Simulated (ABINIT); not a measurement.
# Yb (Fm-3m) in ABINIT: optical spectrum with PBE

Aim: the optical spectrum of Yb with PBE.

All numbers are computed with ABINIT 10.8.3 (patched build); they aren't measurements. Logs are shortened: lines on timing, memory, paths and dates and some standing lists are left out, and cuts for length are marked. The log counts tension as positive stress, the text compression.

**1. The structure**

Symmetry: Fm-3m, No. 225, cubic system. Conventional cell: a = 5.486 Å, b = 5.486 Å, c = 5.486 Å, α = 90.00°, β = 90.00°, γ = 90.00°. Yb (site symmetry m-3m) is surrounded by 12 Yb at 3.88 Å.

**2. Optical spectrum, PBE, collinear spin, ferromagnetic start**

The input, run.abi:

```
ndtset 3

pp_dirpath "./"
pseudos "Yb.upf"

acell 3.8793292229 3.8793292229 3.8793292229 Angstrom
rprim
     0.0000000000     0.7071067812     0.7071067812
     0.7071067812     0.0000000000     0.7071067812
     0.7071067812     0.7071067812     0.0000000000
ntypat 1
znucl 70
natom 1
typat 1
xred
            0.0            0.0            0.0

ecut 19.0

ngkpt 8 8 8
nshiftk 4
shiftk
     0.5000000000     0.5000000000     0.5000000000
     0.5000000000     0.0000000000     0.0000000000
     0.0000000000     0.5000000000     0.0000000000
     0.0000000000     0.0000000000     0.5000000000
istwfk *1

ixc 11

occopt 7
tsmear 0.1 eV

nsppol 2
spinat
     0.0000000000     0.0000000000     1.0000000000

nstep 80

iomode 3
prteig 0
prtebands 0

nband1 13
tolvrs1 1.0e-12
prtden1 1
prtwf1 0
kptopt1 1

iscf2 -3
getden2 1
nband2 16
nbdbuf2 4
tolwfr2 1.0e-12
nstep2 120
prtden2 0
kptopt2 1

optdriver3 8
wfk_task3 "wfk_optics_fullbz"
getwfk3 2
nband3 12
kptopt3 1
prtevk3 1
inclvkb3 2
```

The input, optic.abi:

```
&FILES
 ddkfile_1 = 'runo_DS3_1_EVK.nc',
 ddkfile_2 = 'runo_DS3_2_EVK.nc',
 ddkfile_3 = 'runo_DS3_3_EVK.nc',
 wfkfile = 'runo_DS3_WFK.nc'
/
&PARAMETERS
 broadening = 0.005512,
 domega = 0.002,
 maxomega = 0.8,
 scissor = 0.000000,
 tolerance = 0.002
/
&COMPUTATIONS
 num_lin_comp = 1,
 lin_comp = 11,
 num_nonlin_comp = 0
/
```

Potentials or basis: PseudoDojo NC SR PBE v0.4 lanthanides 3+ (4f in core; v0.4.1 standard for the other elements).

Command:

```console
> abinit run.abi > log 2>&1
> optic optic.abi > optic.log 2>&1
```

run.abo:

```text
.Version 10.8.3 of ABINIT
 DATASET    1 : space group Fm -3 m (#225); Bravais cF (face-center cubic)
================================================================================
 Values of the parameters that define the memory need for DATASET  1.
     intxc =       0    ionmov =       0      iscf =       7    lmnmax =       8
     lnmax =       8     mgfft =      30  mpssoang =       4    mqgrid =    3001
     natom =       1  nloc_mem =       1    nspden =       2   nspinor =       1
    nsppol =       2      nsym =      48    n1xccc =    2501    ntypat =       1
    occopt =       7   xclevel =       2
       mpw =        1116          nfft =       27000          nkpt =          60
================================================================================
================================================================================
[... 13 lines left out ...]
 DATASET    3 : space group Fm -3 m (#225); Bravais cF (face-center cubic)
================================================================================
 Values of the parameters that define the memory need for DATASET  3.
     intxc =       0    ionmov =       0      iscf =       7    lmnmax =       8
     lnmax =       8     mgfft =      30  mpssoang =       4    mqgrid =    3001
     natom =       1  nloc_mem =       1    nspden =       2   nspinor =       1
    nsppol =       2      nsym =      48    n1xccc =    2501    ntypat =       1
    occopt =       7   xclevel =       2
       mpw =        1116          nfft =       27000          nkpt =          60
================================================================================
================================================================================

--------------------------------------------------------------------------------
------------- Echo of variables that govern the present computation ------------
--------------------------------------------------------------------------------
 -outvars: echo values of preprocessed input variables --------
            acell      7.3308697835E+00  7.3308697835E+00  7.3308697835E+00 Bohr
              amu      1.73040000E+02
             ecut      1.90000000E+01 Hartree
           getden1          0
           getden2          1
           getden3          0
           getwfk1          0
           getwfk2          0
           getwfk3          2
             iscf1          7
             iscf2         -3
             iscf3          7
              ixc          11
           jdtset        1    2    3
                       outvar_i_n : Printing only first  50 k-points.
         kptrlatt        8   -8    8     -8    8    8     -8   -8    8
          kptrlen      8.29393238E+01
            natom           1
            nband1         13
            nband2         16
            nband3         12
           nbdbuf1          0
           nbdbuf2          4
           nbdbuf3          0
           ndtset           3
            ngfft          30      30      30
             nkpt          60
           nspden           2
           nsppol           2
            nstep1         80
            nstep2        120
            nstep3         80
             nsym          48
           ntypat           1
                       prtocc : prtvol=0, do not print more k-points.
                       1.000000  1.000000  1.000000  1.000000  1.000000  1.000000
                       0.000000  0.000000  0.000000  0.000000  0.000000  0.000000
                       0.000000
                       1.000000  1.000000  1.000000  1.000000  1.000000  1.000000
                       0.000000  0.000000  0.000000  0.000000  0.000000  0.000000
                       0.000000
                       1.000000  1.000000  1.000000  1.000000  1.000000  1.000000
                       0.000000  0.000000  0.000000  0.000000  0.000000  0.000000
                       0.000000
                       1.000000  1.000000  1.000000  1.000000  1.000000  1.000000
                       0.000000  0.000000  0.000000  0.000000  0.000000  0.000000
                       0.000000
                       1.000000  1.000000  1.000000  1.000000  1.000000  1.000000
                       0.000000  0.000000  0.000000  0.000000  0.000000  0.000000
                       0.000000
                       1.000000  1.000000  1.000000  1.000000  1.000000  1.000000
[... 386 lines left out ...]
                       1.000000  1.000000  1.000000  1.000000  1.000000  0.000000
                       0.000000  0.000000  0.000000  0.000000  0.000000  0.000000
                       prtocc : prtvol=0, do not print more k-points.
           occopt           7
        optdriver1          0
        optdriver2          0
        optdriver3          8
           prtden1          1
           prtden2          0
           prtden3          1
        prtebands           0
           prteig           0
           prtevk1          0
           prtevk2          0
           prtevk3          1
            prtwf1          0
            prtwf2          1
            prtwf3          1
            rprim      0.0000000000E+00  7.0710678120E-01  7.0710678120E-01
                       7.0710678120E-01  0.0000000000E+00  7.0710678120E-01
                       7.0710678120E-01  7.0710678120E-01  0.0000000000E+00
           shiftk      5.00000000E-01  5.00000000E-01  5.00000000E-01
          spgroup         225
           spinat      0.0000000000E+00  0.0000000000E+00  1.0000000000E+00
[... 225 lines left out ...]
solver: {iscf: -3, nstep: 120, nline: 4, wfoptalg: 0, }
tolerances: {tolwfr: 1.00E-12, }
...

     iter   Etot(hartree)      deltaE(h)  residm     vres2   difmagsph maxmagsph

 SPIN UP channel
 Non-SCF case, kpt    1 ( -0.06250 -0.12500  0.00000), residuals and eigenvalues=
  2.25E-13  1.70E-13  8.90E-14  1.29E-13  5.69E-13  2.14E-13  9.52E-13  5.27E-13
  1.85E-13  2.92E-13  9.98E-13  2.12E-13  9.27E-13  5.26E-13  1.75E-08  8.65E-05
 -1.8861E+00 -8.4081E-01 -8.4024E-01 -8.4022E-01 -2.5585E-02  2.0324E-01
  2.1917E-01  2.1918E-01  2.6109E-01  2.7350E-01  4.9285E-01  5.1930E-01
  5.6231E-01  5.7158E-01  6.7472E-01  7.2395E-01
 prteigrs : prtvol=0 or 1, do not print more k-points.

 SPIN DOWN channel
 Non-SCF case, kpt    1 ( -0.06250 -0.12500  0.00000), residuals and eigenvalues=
  2.25E-13  1.70E-13  8.90E-14  1.29E-13  5.69E-13  2.14E-13  9.52E-13  5.27E-13
  1.85E-13  2.92E-13  9.98E-13  2.12E-13  9.27E-13  5.26E-13  1.75E-08  8.65E-05
 -1.8861E+00 -8.4081E-01 -8.4024E-01 -8.4022E-01 -2.5585E-02  2.0324E-01
  2.1917E-01  2.1918E-01  2.6109E-01  2.7350E-01  4.9285E-01  5.1930E-01
  5.6231E-01  5.7158E-01  6.7472E-01  7.2395E-01
 prteigrs : prtvol=0 or 1, do not print more k-points.

--- !ResultsGS
iteration_state: {dtset: 2, }
comment   : Summary of ground state results
lattice_vectors:
- [  0.0000000,   5.1837077,   5.1837077, ]
- [  5.1837077,   0.0000000,   5.1837077, ]
- [  5.1837077,   5.1837077,   0.0000000, ]
lattice_lengths: [   7.33087,    7.33087,    7.33087, ]
lattice_angles: [ 60.000,  60.000,  60.000, ] # degrees, (23, 13, 12)
lattice_volume:   2.7858102E+02
convergence: {deltae:  0.000E+00, res2:  0.000E+00, residm:  9.989E-13, diffor:  0.000E+00, }
etotal    :  -4.65612494E+01
entropy   :   0.00000000E+00
fermie    :   1.49873689E-01
cartesian_stress_tensor: null
pressure_GPa: null
xred      :
- [  0.0000E+00,   0.0000E+00,   0.0000E+00, Yb]
cartesian_forces: null
force_length_stats: {min: null, max: null, mean: null, }
...

 Integrated electronic and magnetization densities in atomic spheres:
 ------------------------------------------------------------------------------------------------------------
 Radius=ratsph(iatom), smearing ratsm=  0.0000. Diff(up-dn)=approximate z local magnetic moment.
    Atom    Radius    up_density   dn_density  Total(up+dn)  Diff(up-dn)
    1 Yb   2.00000     3.765450     3.765450      7.530900     0.000000
 ------------------------------------------------------------------------------------------------------------
  Sum:                 3.765450     3.765450      7.530900     0.000000
 Total magnetization (from the atomic spheres):                0.000000
 Total magnetization (exact up - dn):                          0.000000

================================================================================

 ----iterations are completed or convergence reached----

 Mean square residual over all n,k,spin=   37.419E-14; max=  99.886E-14
 reduced coordinates (array xred) for    1 atoms
       0.000000000000      0.000000000000      0.000000000000

 cartesian coordinates (angstrom) at end:
    1      0.00000000000000     0.00000000000000     0.00000000000000
 length scales=  7.330869783512  7.330869783512  7.330869783512 bohr
              =  3.879329222900  3.879329222900  3.879329222900 angstroms
 Eigenvalues (hartree) for nkpt=  60  k points, SPIN UP:
 kpt#   1, nband= 16, wtk=  0.01172, kpt= -0.0625 -0.1250  0.0000 (reduced coord)
  -1.88608   -0.84081   -0.84024   -0.84022   -0.02559    0.20324    0.21917    0.21918
   0.26109    0.27350    0.49285    0.51930    0.56231    0.57158    0.67472    0.72395
      occupation numbers for kpt#   1
   1.00000    1.00000    1.00000    1.00000    1.00000    0.00000    0.00000    0.00000
   0.00000    0.00000    0.00000    0.00000    0.00000    0.00000    0.00000    0.00000
 prteigrs : prtvol=0 or 1, do not print more k-points.

 Eigenvalues (hartree) for nkpt=  60  k points, SPIN DOWN:
 kpt#   1, nband= 16, wtk=  0.01172, kpt= -0.0625 -0.1250  0.0000 (reduced coord)
  -1.88608   -0.84081   -0.84024   -0.84022   -0.02559    0.20324    0.21917    0.21918
   0.26109    0.27350    0.49285    0.51930    0.56231    0.57158    0.67472    0.72395
      occupation numbers for kpt#   1
   1.00000    1.00000    1.00000    1.00000    1.00000    0.00000    0.00000    0.00000
   0.00000    0.00000    0.00000    0.00000    0.00000    0.00000    0.00000    0.00000
 prteigrs : prtvol=0 or 1, do not print more k-points.

--- !EnergyTerms
iteration_state     : {dtset: 2, }
comment             : Components of total free energy in Hartree
kinetic             :  1.14920389834781E+01
hartree             :  8.39719272665221E+00
xc                  : -1.16608598675378E+01
Ewald energy        : -2.67553814383362E+01
psp_core            :  1.08243409952895E+00
local_psp           : -2.80260699521816E+01
non_local_psp       : -1.09017411656063E+00
internal            : -4.65608195649570E+01
'-kT*entropy'       : -4.29871763673243E-04
total_energy        : -4.65612494367206E+01
...

--- !EnergyTermsDC
iteration_state     : {dtset: 2, }
comment             : '"Double-counting" decomposition of free energy'
band_energy         : -8.53856669150988E+00
Ewald energy        : -2.67553814383362E+01
psp_core            :  1.08243409952895E+00
xc_dc               : -1.23493055137976E+01
internal            : -4.65608195441148E+01
'-kT*entropy'       : -4.29871763673243E-04
total_energy_dc     : -4.65612494158784E+01
...

================================================================================
== DATASET  3 ==================================================================

--- !DatasetInfo
iteration_state: {dtset: 3, }
dimensions: {natom: 1, nkpt: 60, mband: 12, nsppol: 2, nspinor: 1, nspden: 2, mpw: 1116, }
cutoff_energies: {ecut:  19.0, pawecutdg:  -1.0, }
electrons: {nelect:   1.10000000E+01, charge:   0.00000000E+00, occopt:   7.00000000E+00, tsmear:   3.67493222E-03, }
meta: {optdriver: 8, wfk_task: 7, }
...

 mkfilename : getwfk/=0, take file _WFK from output of DATASET   2.

 Exchange-correlation functional for the present dataset will be:
  GGA: Perdew-Burke-Ernzerhof functional - ixc=11
  J.P.Perdew, K.Burke, M.Ernzerhof, PRL 77, 3865 (1996)

--------------------------------------------------------------------------------

 Computation of velocity matrix elements (DDK)

 Parameters extracted from the Abinit header:
    ecut:     19.0
    nkpt:    2048
    mband:   16
    nsppol:  2
    nspinor: 1
    useylm:  0
    inclvkb: 2
    bmin: 1, bmax: 16
    Computing diagonal and off-diagonal matrix elements
    Between band index bmin: 1, bmax: 16

== END DATASET(S) ==============================================================
================================================================================

 -outvars: echo values of variables after computation  --------
            acell      7.3308697835E+00  7.3308697835E+00  7.3308697835E+00 Bohr
           etotal1    -4.6561249416E+01
           etotal2    -4.6561249416E+01
           etotal3     0.0000000000E+00
            fcart1    -0.0000000000E+00 -0.0000000000E+00 -0.0000000000E+00
            fcart3     0.0000000000E+00  0.0000000000E+00  0.0000000000E+00
            rprim      0.0000000000E+00  7.0710678120E-01  7.0710678120E-01
                       7.0710678120E-01  0.0000000000E+00  7.0710678120E-01
                       7.0710678120E-01  7.0710678120E-01  0.0000000000E+00
           strten1     4.0897656729E-04  4.0897656729E-04  4.0897656729E-04
                       0.0000000000E+00  0.0000000000E+00  0.0000000000E+00
           strten3     0.0000000000E+00  0.0000000000E+00  0.0000000000E+00
                       0.0000000000E+00  0.0000000000E+00  0.0000000000E+00
 Calculation completed.
```

It took 3.1 min on 1 thread of Arm Neoverse V1, shared host; peak memory 1.3 GiB.

What came out:

| Quantity | Value |
| --- | --- |
| Free energy | -1266.9961 eV |
| Pressure | -12.0 GPa |
| Net moment | 0.00 μB per cell |

Dielectric function (mean over the directions given):
| energy (eV) | real part | imaginary part |
| --- | --- | --- |
| 0.33 | 39.40 | 25.75 |
| 0.76 | 10.84 | 26.14 |
| 1.31 | 2.96 | 15.35 |
| 1.74 | 3.64 | 12.97 |
| 2.29 | 1.01 | 10.95 |
| 2.83 | -2.25 | 7.33 |
| 3.27 | -0.79 | 4.43 |
| 3.81 | 2.48 | 4.29 |
| 4.25 | 0.62 | 8.51 |
| 4.79 | -1.76 | 5.38 |
| 5.33 | -2.01 | 5.50 |
| 5.77 | -2.76 | 3.46 |
| 6.31 | -2.50 | 2.47 |
| 6.75 | -2.13 | 1.73 |
| 7.29 | -1.58 | 0.97 |
| 7.84 | -1.14 | 0.53 |
| 8.27 | -0.73 | 0.48 |
| 8.82 | -0.51 | 0.36 |
| 9.36 | -0.24 | 0.23 |
| 9.80 | -0.09 | 0.18 |
| 10.34 | 0.10 | 0.10 |
| 10.78 | 0.24 | 0.12 |
| 11.32 | 0.33 | 0.10 |
| 11.86 | 0.45 | 0.09 |
| 12.30 | 0.52 | 0.10 |
| 12.84 | 0.57 | 0.07 |
| 13.28 | 0.62 | 0.06 |
| 13.82 | 0.70 | 0.06 |
| 14.37 | 0.75 | 0.07 |
| 14.80 | 0.78 | 0.06 |
| 15.35 | 0.82 | 0.06 |
| 15.89 | 0.85 | 0.05 |
| 16.33 | 0.88 | 0.06 |
| 16.87 | 0.91 | 0.03 |
| 17.31 | 0.93 | 0.03 |
| 17.85 | 0.97 | 0.02 |
| 18.39 | 1.00 | 0.02 |
| 18.83 | 1.03 | 0.01 |
| 19.38 | 1.07 | 0.01 |
| 19.92 | 1.11 | 0.01 |

Caveat: the cutoff is short for stress, so the pressure is rough; the intraband (Drude) term is left out; spectra need much finer meshes, so this one isn't converged; independent-particle spectra lack excitons; spin-orbit coupling is left out, which moves the levels of the heavy elements; the 4f electrons are frozen in the core as for a trivalent ion, so they carry no moment and show no levels, and Eu and Yb are often divalent.
